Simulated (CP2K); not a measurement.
Zn:

```
Zn
1.0
     2.67000    0.00000    0.00000
    -1.33500    2.31229    0.00000
     0.00000    0.00000    4.96600
Zn
2
Direct
  0.66667 0.33333 0.75000
  0.33333 0.66667 0.25000
```

Base run:

| Quantity | Value |
| --- | --- |
| Program | CP2K 2026.2 |
| Functional | PBE |
| Potentials or basis | POTENTIAL_UZH Zn GTH-PBE-q12; TZVP-MOLOPT-PBE-GTH basis |
| Density cutoff | 6123 eV |
| k mesh | 11 × 11 × 6 |
| Occupations | fermi-dirac, width 0.05 eV |
| Spin | no spin polarisation |

Its results: band gap on the k mesh none (metal or under the smearing width); pressure -0.3 GPa.

**Question.** After a change of settings the same cell gave: band gap on the k mesh none (metal or under the smearing width); pressure -5.3 GPa. Which change was it?
A. functional from PBE to PBEsol; occupations from fermi-dirac, width 0.05 eV to fermi-dirac, width 0.01 eV
B. occupations from fermi-dirac, width 0.05 eV to gaussian, width 0.05 eV; ngrids from 4 to 5
C. functional from PBE to RPBE; occupations from fermi-dirac, width 0.05 eV to gaussian, width 0.05 eV

**Answer.** A.

Caveats: the basis of atomic orbitals isn't converged, which shifts pressures, moduli and gaps; the potentials were made for another functional, which shifts forces and pressure (some runs).

Not every run made on this cell is shown here.
